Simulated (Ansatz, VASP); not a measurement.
# As (As monolayer (from R-3m)) in two plane-wave programs

One calculation is typed for both programs; each brings its own data sets. How far apart do they land? The structure shown is the start of the Ansatz relaxation below; VASP solves that cell, so the two are compared at the walk's first step.

Program: Ansatz 0.2.0. Level of theory: plane waves, with VASP 6.6.1 beside it; single point at PBE. Results are calculated unless marked as measured.

### 1. The structure

The cell holds 2 atoms: 2 As. Cell: a = 3.762 Å, b = 3.762 Å, c = 26.302 Å, α = 90.0°, β = 90.0°, γ = 120.0°. Vacuum lies along c. The height across the vacuum is the one that the program set for its solve, not the one typed.

### 2. Ansatz: relaxation, PBE

Ansatz runs on its default PAW (the set named soft_2) files.

The two programs are compared at the cell with which this relaxation starts, whose forces are those of its first step.

Contents of input.yaml:

```yaml
crystal:
  lattice:
    - [3.761594, 0.0, 0.0]
    - [-1.880797, 3.257636, 0.0]
    - [0.0, 0.0, 25.251006]
  atoms:
    - { symbol: As, position: [0.0, 0.0, 0.4752286] }
    - { symbol: As, position: [0.3333333, 0.6666667, 0.5247714] }
  periodic: [true, true, false]
basis:
  ecutwfc: 420
  xc_grid: 2
hamiltonian:
  xc: pbe
kpoints:
  mp_grid: { grid: [10, 10, 1] }
scf:
  occupations: { method: fermi_dirac, width: 0.02 }
  max_iter: 100
relax:
  f_tol: 0.005
  max_steps: 60
  cell: {}
output:
  forces: true
checkpoint:
  write: "../cell.run"
  compress: false
  write_wavefunctions: false
  write_every: 100000
```

Launch:

```
$ ansatz run input.yaml --threads 4 --pin off --max-ram 15073MiB --backend cpu --events-out ev --progress --plain --runs-dir out
```

Numbers of over 12 decimals in the logs are rounded to 6 here.

The log of the run:

```text
Warning: crystal.periodic: the lattice vector that does not repeat stood 0.000° off the slab's normal, 25.251 Å along it as the deck builds it. The run solves the slab on a vector along the normal, 26.302 Å long, with every atom where it was (on the deck's vector they left 24.00 Å outside them, and the widest stretch free of ions among them is 1.25 Å). A fractional position that the run reports is one of the run's ce [...]
crystal.periodic: the lattice vector that does not repeat stood 0.000° off the slab's normal, 25.251 Å along it as the deck builds it. The run solves the slab on a vector along the normal, 26.302 Å long, with every atom where it was (on the deck's vector they left 24.00 Å outside them, and the widest stretch free of ions among them is 1.25 Å). A fractional position that the run reports is one of the run's cell, which [...]
Engine: ansatz 0.2.0, aarch64-unknown-linux-gnu
Pseudopotentials: kind: paw
Pseudopotential: As, paw, valence charge 15, recommended cutoff 420 eV (normal), As.paw.azcp
Functional definition: PBE
  parameter kappa = 0.804
  parameter beta = 0.066725
  exchange = pbe_x(kappa = kappa, mu = beta*pi^2/3)
  correlation = pbe_c(beta = beta)
Crystal: 2 atoms, lattice volume = 322.302 Å³
Basis set: ecut = 420 eV, 6315 PW (Γ), exchange–correlation on 54×54×360 points (8 copies of the dense FFT grid, shifted against one another)
Bands: 19, of which v1, the nominal top of the filled ones, is band 15 counted from 1 (14 counted from 0)
Symmetry: 12 space group operations
Space group: P-3m1 (ITA 164), of the structure as read, at distance tolerance 6.9e-5 Å
k-points: 14 of 100
Non-local potential: As, projectors of the file, l = 0: 2, l = 1: 2, l = 2: 3, l = 3: 1
PAW form: soft (Blöchl's): semilocal exchange-correlation on the pseudo side does not see the compensation charge
PAW one-centre angular grid: As, 590 points (default); XC on 64 Gauss nodes
Initial density: superposition of atomic densities (neutral atoms: chi_scale 0, normalization atom), corrected by the library's trained network
Initial wavefunctions: pseudopotential atomic-orbital guess
Functional: x = pbe(κ = 0.804, μ = 0.219515), c = pbe(β = 0.066725)
SCF iter   1: F=—  HF=-9712.139318 eV  |F-HF|=—  |Δ(HF+E_count)|=         —  Δρ=5.92e-4  dr2=4.44e-3  ethr=1.77e-3  ⟨swp⟩=10.8  Hψ=1744  notcnv=0
preconditioner: auto → none  [insulator: Δε(μ)=0.762 eV  Ē_g=9.344 eV  σ=0.020 eV  W_gap=1.00  n_scr=14 (ndim 8)  ℏωp=6.5 eV  f_vac=0.800  D(μ)=0.00/eV (n_scr^D=0)  ε∞_Penn≈1.5]
SCF iter   2: F=—  HF=-9712.136751 eV  |F-HF|=—  |Δ(HF+E_count)|=   2.57e-3  Δρ=3.09e-4  dr2=3.43e-4  ethr=1.48e-5  ⟨swp⟩=3.5  Hψ=629  notcnv=0
SCF iter   3: F=—  HF=-9712.136877 eV  |F-HF|=—  |Δ(HF+E_count)|=   1.26e-4  Δρ=1.32e-4  dr2=4.84e-5  ethr=1.14e-6  ⟨swp⟩=3.2  Hψ=448  notcnv=0
SCF iter   4: F=—  HF=-9712.136964 eV  |F-HF|=—  |Δ(HF+E_count)|=   8.78e-5  Δρ=2.21e-5  dr2=1.17e-6  ethr=1.61e-7  ⟨swp⟩=3.1  Hψ=450  notcnv=0
[...]
SCF iter   8: F=-9712.249906 eV  HF=-9712.249906 eV  |F-HF|=2.36e-11  |Δ(HF+E_count)|=  3.27e-11  Δρ=2.08e-8  dr2=1.93e-12  ethr=1.00e-12  ⟨swp⟩=8.9  Hψ=1505  notcnv=0
SCF 3 converged in 8 iterations: F = -9712.249906 eV  dr2 = 1.93e-12
relax step   3: F+E_penalty+E_count = -9712.24990611 eV  Δ(F+E_penalty+E_count) = -1.129e-1 eV  max|allowed force component| = 1.070e-1 eV/Å  Δτ_max = 0.0644 Å  P = -1.244 N/m  Ω = 308.660 Å³  energy of the carried Pulay correction = +2.742e-4 eV  fix = [c, alpha, beta]  reactions: c -0.000 N/m  (8 SCF iters, accepted)
[...]
relax step   4: F+E_penalty+E_count = -9712.26340912 eV  Δ(F+E_penalty+E_count) = -1.350e-2 eV  max|allowed force component| = 2.065e-1 eV/Å  Δτ_max = 0.0095 Å  P = -0.671 N/m  Ω = 301.516 Å³  energy of the carried Pulay correction = +4.225e-4 eV  fix = [c, alpha, beta]  reactions: c -0.000 N/m  (5 SCF iters, dr2 threshold 2.00e-7 eV, accepted)
[...]
relax step   5: F+E_penalty+E_count = -9712.26866903 eV  Δ(F+E_penalty+E_count) = -5.260e-3 eV  max|allowed force component| = 1.841e-2 eV/Å  Δτ_max = 0.0039 Å  P = -0.081 N/m  Ω = 296.790 Å³  energy of the carried Pulay correction = +5.225e-4 eV  fix = [c, alpha, beta]  reactions: c -0.000 N/m  (4 SCF iters, dr2 threshold 2.00e-7 eV, accepted)
[...]
relax step   6: F+E_penalty+E_count = -9712.26875149 eV  Δ(F+E_penalty+E_count) = -8.246e-5 eV  max|allowed force component| = 9.881e-4 eV/Å  Δτ_max = 0.0002 Å  P = +0.003 N/m  Ω = 296.105 Å³  energy of the carried Pulay correction = +5.372e-4 eV  fix = [c, alpha, beta]  reactions: c +0.000 N/m  (4 SCF iters, dr2 threshold 2.12e-8 eV, accepted)
[...]
relax step   7: F+E_penalty+E_count = -9712.26831548 eV  Δ(F+E_penalty+E_count) = +4.360e-4 eV  max|allowed force component| = 1.004e-3 eV/Å  Δτ_max = 0.0000 Å  P = -0.000 N/m  Ω = 296.105 Å³  fix = [c, alpha, beta]  reactions: c -0.000 N/m  stress off target by 5.75e-5 N/m on what of the cell is left free  SCF on the basis re-selected at this cell (its energy is not comparable with the rows above)  (6 SCF iters)
basis re-selected at this cell: Δ(F+E_penalty+E_count) = +4.360e-4 eV, ΔP = -0.003 N/m vs the last step (what re-selecting the basis moved, of the pressure what is left beyond the Pulay correction that the steps carried, after the strain that the cell walked since its last selection, with what the two solves' SCF thresholds leave and, on support functions, any second-order correction that the steps lacked; it is no measure of the basis error at this ecutwfc). The dense FFT grid was sized anew with the basis: this SCF ran on 25×25×180 points, the steps before it on 27×27×180, so part of this shift can come from that change (see relax.cell in the input reference). [rest of the remark cut]
SCF converged after 6 iterations
Free energy (F): -9712.268315 eV
Harris-Foulkes:  -9712.268315 eV  (|F-HF|=3.82e-11)
Internal energy: -9712.268315 eV  (E = F + TS)
E sigma→0 (E₀):  -9712.268315 eV
Fermi energy:    -4.567433 eV
--- Per-component energies (eV) ---
  E_band       = -914.330547
  E_kinetic    = 203.915177
  E_local      = -44077.820798  (includes V_loc(G=0)·N_el)
  E_nonlocal   = -1341.469014
  E_hartree    = 21996.084486
  E_xc         = -157.598887
  E_vxc        = -157.145219  (∫ρ·V_xc dr)
  E_paw        = -3669.150560  (= ΣΔE_a)
  E_vpaw       = 466.020288  (= ΣTr[D̂ρ^β])
  E_aug_tail   = 0.000014  (compensation charges beyond the density's cutoff)
  E_ewald      = 17333.771267
  E_smearing   = -0.000000  (= −TS)
  E_closure    = 0.000000  (closes the sum)
  Σ components = -9712.268315   (vs F -9712.268315, Δ=0.00e0)
--- Forces (eV/Å), atoms counted from 1 ---
  atom   1  As    -0.00000000    -0.00000000    -0.00100425
  atom   2  As     0.00000000     0.00000000     0.00100425
  max |Σ_I F_I| component: 1.16e-18 eV/Å
--- 2D stress c σ (N/m, compression-positive) ---
       -0.000058      -0.000000      -0.000000
       -0.000000      -0.000058      -0.000000
       -0.000000      -0.000000      -0.000000
  P = ½ c Tr σ = -0.0001 N/m
--- Relaxed structure (6 steps of the walk, 5 accepted, 1 SCFs on fresh bases) ---
  F+E_penalty+E_count = -9712.26831548 eV   max|allowed force component| = 1.004e-3 eV/Å   (the final SCF, on the basis selected at the relaxed cell)
  cell:  # Å, volume = 296.1053 Å³
    - [3.605482, 0, 0]
    - [-1.802741, 3.122439, 0]
    - [0, 0, 26.302011]
  atoms:
    - { symbol: As, position: [-4.369436500337528e-17, -5.551115453998028e-17, 0.453584] }
    - { symbol: As, position: [0.333333, 0.666667, 0.506457] }
```

In the SCF lines HF is the Harris–Foulkes energy and dr2 the Hartree energy of the density residual, in eV; the loop may stop once dr2 is under the threshold and the program's other checks hold. Hψ counts applications of the Hamiltonian.

### 3. VASP: single point, PBE, start cell

The same cell, functional, mesh and smearing now go to VASP, with its own data sets.

Lines of VASP's logs that name or quote its potential files are left out, and so is its time.

Contents of INCAR:

```
SYSTEM = As
PREC = Accurate
ENCUT = 400
EDIFF = 1E-06
NELM = 120
ISMEAR = -1
SIGMA = 0.02
LREAL = .FALSE.
ALGO = Normal
GGA = PE
NBANDS = 11
LORBIT = 11
LWAVE = .FALSE.
LCHARG = .FALSE.
ISIF = 2
LDIPOL = .TRUE.
IDIPOL = 3
DIPOL = 0.5 0.5 0.48
LVHAR = .TRUE.
LASPH = .TRUE.
GGA_COMPAT = .FALSE.
EFERMI = MIDGAP
NELMDL = -8
```

Contents of POSCAR:

```
As
1.0
    3.7615940000      0.0000000000      0.0000000000
   -1.8807970000      3.2576360000      0.0000000000
    0.0000000000      0.0000000000     26.3020110000
As
2
Direct
    0.0000000000      0.0000000000      0.4562388785
    0.3333332822      0.6666665643      0.5038020097
```

Contents of KPOINTS:

```
Automatic mesh
0
Gamma
10 10 1
0 0 0
```

The projector-augmented-wave data sets are As (PBE family, release 64).

Launch:

```
$ mpirun -np 1 vasp_std
```

The log of the run:

```text
[banner, memory and clock lines left out]
running    1 mpi-ranks, on    1 nodes
 distrk:  each k-point on    1 cores,    1 groups
 distr:  one band on    1 cores,    1 groups

 POSCAR found type information on POSCAR As
 POSCAR found :  1 types and       2 ions
 LDA part: xc-table for (Slater+PW92), standard interpolation
 POSCAR, INCAR and KPOINTS ok, starting setup
 FFT: planning ... GRIDC
 FFT: planning ... GRID_SOFT
 FFT: planning ... GRID
 WAVECAR not read
 entering main loop
       N       E                     dE             d eps       ncg     rms          rms(c)
DAV:   1     0.579483942844E+02    0.57948E+02   -0.24806E+03   308   0.468E+02
DAV:   2    -0.355592632603E+01   -0.61504E+02   -0.54117E+02   520   0.872E+01
DAV:   3    -0.919224303920E+01   -0.56363E+01   -0.56274E+01   436   0.368E+01
DAV:   4    -0.926851359132E+01   -0.76271E-01   -0.76257E-01   408   0.480E+00
DAV:   5    -0.926902003427E+01   -0.50644E-03   -0.50644E-03   461   0.395E-01
DAV:   6    -0.926902119232E+01   -0.11581E-05   -0.11583E-05   426   0.183E-02
DAV:   7    -0.926902120266E+01   -0.10334E-07   -0.10454E-07   466   0.166E-03
DAV:   8    -0.926902120321E+01   -0.55661E-09   -0.62134E-10   378   0.982E-05    0.330E+00
DAV:   9    -0.921795189301E+01    0.51069E-01   -0.31584E-02   356   0.984E-01    0.201E+00
DAV:  10    -0.919546900207E+01    0.22483E-01   -0.71072E-02   359   0.145E+00    0.145E-01
DAV:  11    -0.919554648951E+01   -0.77487E-04   -0.60542E-03   350   0.465E-01    0.795E-02
DAV:  12    -0.919565464084E+01   -0.10815E-03   -0.24510E-04   390   0.956E-02    0.340E-02
DAV:  13    -0.919572293437E+01   -0.68294E-04   -0.11787E-04   347   0.626E-02    0.119E-02
DAV:  14    -0.919574718888E+01   -0.24255E-04   -0.30221E-05   408   0.275E-02    0.738E-03
DAV:  15    -0.919578750916E+01   -0.40320E-04   -0.19820E-05   338   0.201E-02    0.141E-02
DAV:  16    -0.919579185755E+01   -0.43484E-05   -0.11394E-06   399   0.543E-03    0.596E-03
DAV:  17    -0.919581946253E+01   -0.27605E-04   -0.40730E-06   384   0.935E-03    0.918E-03
DAV:  18    -0.919582687569E+01   -0.74132E-05   -0.11458E-06   401   0.394E-03    0.614E-04
DAV:  19    -0.919583675580E+01   -0.98801E-05   -0.30814E-07   403   0.186E-03    0.230E-03
DAV:  20    -0.919584221796E+01   -0.54622E-05   -0.12412E-07   377   0.124E-03    0.153E-03
DAV:  21    -0.919584528325E+01   -0.30653E-05   -0.81175E-08   383   0.801E-04    0.517E-04
DAV:  22    -0.919584587979E+01   -0.59653E-06   -0.12905E-08   285   0.362E-04
   1 F= -.91958459E+01 E0= -.91958459E+01  d E =-.263732E-08
```

Parts of OUTCAR (step 3):

```text
ion  position               nearest neighbor table
   1  0.000  0.000  0.456-   2 2.51   2 2.51   2 2.51
   2  0.333  0.667  0.504-   1 2.51   1 2.51   1 2.51

  LATTYP: Found a hexagonal cell.
 ALAT       =     3.7615940000
 C/A-ratio  =     6.9922514232

 Subroutine GETGRP returns: Found 12 space group operations
 (whereof  6 operations were pure point group operations)

The static configuration has the point symmetry C_3v.
 The point group associated with its full space group is D_3d.

 Found     14 irreducible k-points:

   k-points           NKPTS =     14   k-points in BZ     NKDIM =     14   number of bands    NBANDS=     11

   dimension x,y,z NGX =    28 NGY =   28 NGZ =  180
   dimension x,y,z NGXF=    56 NGYF=   56 NGZF=  360

   ENCUT  =  400.0 eV  29.40 Ry    5.42 a.u.   6.13  6.13 42.89*2*pi/ulx,y,z

   NELECT =      10.0000    total number of electrons

 k-points in reciprocal lattice and weights: Automatic mesh
   0.00000000  0.00000000  0.00000000       0.010
   0.10000000  0.00000000  0.00000000       0.060
   0.20000000  0.00000000  0.00000000       0.060
   0.30000000  0.00000000  0.00000000       0.060
   0.40000000  0.00000000  0.00000000       0.060
   0.50000000  0.00000000  0.00000000       0.030
   0.10000000  0.10000000  0.00000000       0.060
   0.20000000  0.10000000  0.00000000       0.120
   0.30000000  0.10000000  0.00000000       0.120
[...]
0.40000000  0.20000000  0.00000000       0.060
   0.30000000  0.30000000  0.00000000       0.060

 dipolmoment           0.000000      0.000000      0.000006 electrons x Angstroem

 average (electrostatic) potential at core
       1 -58.4964       2 -58.4964

 E-fermi :  -3.6794

 k-point     1 :       0.0000    0.0000    0.0000
  band No.  band energies     occupation
      1     -17.5135      2.00000
      2     -10.8814      2.00000
      3      -4.9717      2.00000
      4      -4.9717      2.00000
      5      -4.0668      2.00000
      6      -3.3694      0.00000
      7      -1.1606      0.00000
      8      -1.1606      0.00000
      9       0.8399      0.00000
     10       1.0661      0.00000
    ...

 k-point     2 :       0.1000    0.0000    0.0000
  band No.  band energies     occupation
      1     -17.3944      2.00000
      2     -10.9366      2.00000
      3      -5.9650      2.00000
      4      -5.2091      2.00000
      5      -4.0438      2.00000
      6      -2.5208      0.00000
      7      -1.2591      0.00000
      8      -0.8575      0.00000
      9       0.9822      0.00000
     10       1.2011      0.00000
    ...

 k-point     3 :       0.2000    0.0000    0.0000
  band No.  band energies     occupation
      1     -17.0429      2.00000
      2     -11.2211      2.00000
      3      -7.0844      2.00000
      4      -5.7028      2.00000
      5      -4.0861      2.00000
      6      -2.5332      0.00000
      7      -0.4818      0.00000
      8      -0.2589      0.00000
      9       1.3618      0.00000
     10       1.5904      0.00000
    ...

  Total       -0.9805076     -0.9805076      1.5676250      0.0000000      0.0000000      0.0000000
  in kB       -4.8741414     -4.8741416      7.7927249      0.0000000      0.0000000      0.0000000
  external PRESSURE =      -0.6518527 kB  Pullay stress =       0.0000000 kB

  energy-cutoff  :      400.00
  volume of cell :      322.30
      direct lattice vectors                 reciprocal lattice vectors
     3.761594000  0.000000000  0.000000000     0.265844746  0.153485534  0.000000000
    -1.880797000  3.257636000  0.000000000     0.000000000  0.306971067  0.000000000
     0.000000000  0.000000000 26.302011000     0.000000000  0.000000000  0.038019907

 POSITION                                       TOTAL-FORCE (eV/Angst)
 -----------------------------------------------------------------------------------
      0.00000      0.00000     12.00000        -0.000000      0.000000     -1.258563
      0.00000      2.17176     13.25101         0.000000     -0.000000      1.258563
 -----------------------------------------------------------------------------------
    total drift:                               -0.000000      0.000066      0.000055

  FREE ENERGIE OF THE ION-ELECTRON SYSTEM (eV)
  ---------------------------------------------------
  free  energy   TOTEN  =        -9.1958458798 eV

  energy  without entropy=       -9.1958458771  energy(sigma->0) =       -9.19584588

 vacuum level on the upper side and lower side of the slab         1.349         1.349

 total charge
# of ion       s       p       d       tot
------------------------------------------
    1        1.293   1.373   0.039   2.704
    2        1.293   1.373   0.039   2.704
--------------------------------------------------
tot          2.586   2.745   0.077   5.409

[... 3 further parts left out ...]
```

### 4. Comparison

Known differences besides the potentials themselves: Ansatz cuts the interaction across the vacuum, VASP repeats the sheet with a dipole correction; the data sets hold 30 valence electrons in Ansatz (on its default PAW (the set named soft_2) files) and 10 in VASP; the cutoff is 420 eV in Ansatz and 400 eV in VASP. Total energies have different zeros and are not compared.

Forces (eV/Å; atoms numbered as in POSCAR):

```tsv
atom	Ansatz x, y, z	VASP x, y, z
As1	0.000, 0.000, -1.169	0.000, 0.000, -1.259
As2	0.000, 0.000, 1.169	0.000, 0.000, 1.259
```

The forces differ by 52 meV/Å r.m.s., which is 7.1 % of the r.m.s. force of 0.727 eV/Å (both taken over all components). With vacuum in the cell, a pressure given here is an average over mostly empty space and none of the material.

### 5. What came out

| Quantity | Value |
| --- | --- |
| r.m.s. force difference (single point, PBE, start cell) | 7.1 % of the r.m.s. force |

In words: The r.m.s. force difference is 7.1 % of the r.m.s. force (single point, PBE, start cell), beyond the 3 % picked in this series as the mark of a large difference. The data sets hold unlike numbers of valence electrons (30 in Ansatz and 10 in VASP), so part of the differences comes from the potentials. What causes the difference of the single point, PBE, start cell pair stays open here. 1 further run of this series is not shown here. Such differences can come from data sets, numerical settings and the points named under the comparisons, not from the functional's error against experiment.

[Lines on the potential files, build, host, timing and source positions are cut from VASP's logs without a mark.]

[Logs are printed without paths, hosts, clocks, repeated set-up lines and the standing remarks that a program may print on its own settings, such as how far it seeks lower states.]

[Hosts, paths, dates, database ids (printed as entryN), source tags and the programs' standing remarks are cut or masked in the printed files.]
